GPAW 26.7.0, plane-wave PAW DFT without spin-orbit coupling or spin polarisation, for PbTe (Fm-3m, 2-atom cell, same fixed geometry in every row). The cutoff is 600 eV, the k mesh for the density 7×7×7 and the Fermi-Dirac smearing 0.05 eV. Gaps are taken from bands along the path Γ-X-W-K-Γ-L-U-W-L-K|U-X.

```tsv
functional	potentials	gap on path (eV)	direct gap on path (eV)
LDA	GPAW PAW data sets (gpaw data 1.2.1)	0.616	0.616
PBE	GPAW PAW data sets (gpaw data 1.2.1)	0.693	0.693
PBEsol	PAW data sets made by gpaw setup for the functional	0.628	0.628
revPBE	GPAW PAW data sets (gpaw data 1.2.1)	0.737	0.737
RPBE	GPAW PAW data sets (gpaw data 1.2.1)	0.754	0.754
BLYP	PAW data sets made by gpaw setup for the functional	0.798	0.798
r2SCAN	GPAW PAW data sets (gpaw data 1.2.1)	0.975	0.975
```

The first row already contains the puzzle. LDA puts the gap of lead telluride at 0.616 eV, while the measured gap at room temperature is roughly 0.3 eV, a recalled value good to one figure. The computed gap is thus about twice the real one. Local and semilocal functionals are known for the opposite fault: they usually make the gaps of semiconductors too small. An error of the unfamiliar sign suggests that something other than the functional is at work.

The two gap columns help to locate it. The "gap on path" is the distance from the highest filled to the lowest empty level anywhere along the chosen lines of wave vectors, and the "direct gap on path" compares levels at the same wave vector. They agree in every row, so both band edges sit at one point. In lead telluride this is known to be L, the centre of a hexagonal face of the Brillouin zone. The question is therefore what could push the two edges at L too far apart.

No row includes spin-orbit coupling, and calculations on lead telluride that do include it are known to give a much smaller gap. Its absence is therefore the expected cause. An electron that moves fast near a heavy nucleus feels a magnetic interaction between its spin and its orbital motion, and lead and tellurium are both heavy enough for this to matter. The empty edge at L consists mainly of lead 6p orbitals, and the filled edge of tellurium 5p with some lead 6s. Each edge has other p levels nearby, above the empty edge and below the filled one. Spin-orbit coupling mixes each edge with these neighbours, and levels that mix repel each other. The empty edge is pushed down, the filled edge is pushed up, and the gap shrinks from both sides.

Two levels are enough to see the size of the effect. Let the empty edge and its neighbour lie $D$ apart, and let spin-orbit coupling connect them with strength $V$. If the coupling's direct shift of the neighbour is neglected, the lower level falls by

$$
s=\sqrt{\left(\frac{D}{2}\right)^2+V^2}-\frac{D}{2}.
$$

For an order of magnitude, take $D$ as 1 eV and $V$ as 0.5 eV, which are round values assumed for a heavy p element and not results of the table. The root is then about 0.7 eV, and the edge falls by about $0.7-0.5=0.2$ eV. The filled edge adds a rise of its own, so the gap should close by some tenths of an eV. The model is too crude for a correction to any row, but it suggests that the neglected term can be as large as the gap one wants to know.

The levels at Γ, the centre of the zone, carry a visible mark of the neglect. In the LDA calculation the highest filled level there lies 1.24 eV below the valence top and is threefold, with its three members at the same energy. They are the three directions of a p orbital, which a cubic crystal cannot tell apart. Spin-orbit coupling does not single out a direction either, but it ties the orbital motion to the spin and thereby splits such a set into two groups, as it splits the p shell of a free atom. An unsplit p level at Γ in a compound of heavy elements is therefore a quick sign that the coupling was switched off. The PBEsol and BLYP calculations show the same unsplit level.

The next five rows, from PBE to BLYP, add the gradient of the density to the functional. Their gaps run from 0.628 eV for PBEsol to 0.798 eV for BLYP, so they all lie above the LDA value and still further from experiment. The atoms stay in place, which means that the changes come from the electronic description and not from a different bond length. The finest steps deserve no explanation: PBEsol exceeds LDA by only 0.012 eV, and the two were run with differently made atomic data sets, whose influence on the gap is untested.

The fixed cell does affect how the functionals compare. It is under a tension of about 2 GPa in LDA, which would like to contract it, and under a compression of about 5 GPa in BLYP, which would like to expand it. The gap of lead telluride is known to grow with the lattice constant. If each functional were allowed its own cell, the LDA gap would fall and the BLYP gap would rise, so the distance between these two rows would widen. The table compares functionals for one given crystal, not for the crystal that each would predict.

The last row looks like the worst. The functional r2SCAN gives 0.975 eV, more than three times the rough measured gap and 0.282 eV above PBE. It also uses the kinetic energy density of the orbitals, and functionals of this kind commonly open gaps relative to PBE. In most semiconductors that is an improvement, because it works against the usual underestimate. Here the same tendency carries the result away from experiment. GPAW normally runs r2SCAN on atomic data sets made for PBE, and the influence of this on the gap is untested.

The contradiction disappears once the two errors are kept apart. Leaving aside the smaller effect of the thermal motion of the atoms, write the difference between computed and measured gap as

$$
E_{\mathrm{calc}}-E_{\mathrm{exp}}=S-U,
$$

where $S$ is the amount by which spin-orbit coupling would close the gap and $U$ is the amount by which the functional itself underestimates it. Leaving out the coupling makes the gap too large by $S$, and the functional makes it too small by $U$. As long as $U$ stays below $S$, as it does in every row here, a functional with a larger $U$ lands nearer to experiment. If $S$ is much the same in every row, LDA has the largest $U$ in this table, and its nearness to experiment is no sign of a better description.

The same equation shows how little the ranking means. Spin-orbit coupling arises close to the nuclei, where the nuclear charge dominates, so its strength should be nearly the same for all seven functionals. The shift $S$ also depends on the spacing $D$ of the levels that mix, so it is expected to be similar from row to row, but not equal. If it were about 0.3 eV, LDA would end up almost exactly on the measured gap. If it were about 0.7 eV, r2SCAN would do so, and LDA would arrive at $0.6-0.7=-0.1$ eV, which means that the filled and empty edges had changed places. A change of a few tenths of an eV in the neglected term thus turns the best row into one that is wrong in kind. The functionals can be judged against experiment only after the coupling has been included.

A second failure lies in wait for a reader who takes the gap from the wrong set of wave vectors. The electron density is computed on a regular 7x7x7 mesh, and the same calculations also yield a gap on that mesh. For LDA it is 0.920 eV, about half as much again as the 0.616 eV found on the path. In every row the mesh gap is too large by between 0.25 and 0.30 eV. This error has the same sign as the neglect of spin-orbit coupling, so the two add up instead of cancelling.

The reason is simple geometry. The point L lies halfway along a reciprocal lattice vector, and a mesh that starts at Γ and divides this vector into seven equal parts has points at three sevenths and four sevenths, but none at one half. The mesh point nearest to L is still one seventh of the way back towards Γ. There the filled band has already dropped and the empty band has already risen, because both edges are sharp extrema at L. A mesh can be dense enough for the total energy, which averages over the whole zone, and still miss the single point that decides the gap.

The order of the functionals does not reveal this fault, since mesh and path rank all seven alike. What reveals it is the comparison of the two gaps within one row: a path gap well below the mesh gap means that at least one band edge lies between the mesh points. The output printed below gives this comparison for every functional, together with the distance of each path gap from the rough measured value; it uses differences and ratios, with no adjustable constant.

For a neighbouring compound, two questions should be asked before such a table is trusted. The first is whether heavy atoms supply the p orbitals at the band edges; if they do, spin-orbit coupling belongs in the calculation from the start, even when the gap is wide. The second is whether the wave vector of the band edges is really among the points at which the levels were computed. Agreement with a measured gap answers neither question.

Output of the analysis:

```
Path gap against the rough measured gap of 0.3 eV:
     row  gap_eV  excess_eV  ratio  above_LDA_eV  pressure_GPa
     LDA   0.616      0.316  2.053             0        -2.016
     PBE   0.693      0.393   2.31         0.077         1.828
  PBEsol   0.628      0.328  2.093         0.012        -0.701
  revPBE   0.737      0.437  2.457         0.121          2.93
    RPBE   0.754      0.454  2.513         0.138         3.358
    BLYP   0.798      0.498   2.66         0.182         5.056
  r2SCAN   0.975      0.675   3.25         0.359         1.293
Gap read from the 7x7x7 mesh against the path:
     row  mesh_gap_eV  too_large_by_eV  percent_of_path_gap
     LDA       0.9195           0.3035                49.27
     PBE       0.9796           0.2866                41.36
  PBEsol       0.9273           0.2993                47.66
  revPBE        1.016           0.2789                37.85
    RPBE         1.03           0.2762                36.63
    BLYP        1.068           0.2701                33.85
  r2SCAN        1.229           0.2538                26.03
Spread of the path gaps over the seven functionals, eV: 0.359
Smallest excess over the rough measured gap, eV: 0.316
r2SCAN less PBE, eV: 0.282
PBE less LDA, eV: 0.077
PBEsol less LDA, eV: 0.012
RPBE less revPBE, eV: 0.017
Smallest mesh error, eV: 0.2538
Largest mesh error, eV: 0.3035
Rank correlation of mesh gap and path gap: 1
Distance from Gamma to L, 1/A: 0.8421
Distance from L to the nearest mesh point, 1/A: 0.1203
LDA, threefold filled level at Gamma below the valence top, eV: 1.237
PBEsol, threefold filled level at Gamma below the valence top, eV: 1.26
BLYP, threefold filled level at Gamma below the valence top, eV: 1.281
```
